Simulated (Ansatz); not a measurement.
Start from GeO$_{2}$ in the rutile structure (space group P4_2/mnm, No. 136; a = 4.4884 Å, c = 2.9053 Å).

Method: PBE in Ansatz (plane waves to 420 eV, PAW, no SOC), earlier PAW set.

Its conduction minimum is a single valley at Γ with mass 0.21 mₑ.

Modification: 0.293 electrons added to each cell, a density of 5.0×10^21 cm⁻³, with a uniform compensating background at fixed cell and a 300 K Fermi–Dirac width.

Problem. Where would a parabolic band put the Fermi level, and where does the calculation put it?

Solution. k_F = (3π²n)^(1/3) = 0.529 Å⁻¹, so ħ²k_F²/2m = 5.1 eV above the band edge at zero temperature. The calculation gives 2.30 eV (to 0.05 eV): the band is strongly non-parabolic or higher valleys fill at this density.

Carriers are added with a uniform compensating background; total energy and stress of such cells depend on the potential's zero and are not compared; many-body gap narrowing is missing at this level. The levels and masses belong to the bands next to the band gap. Masses are band curvatures over ±0.01 Å⁻¹ around the edge. Stability against distortions was not tested.

Ansatz is an electronic-structure program.
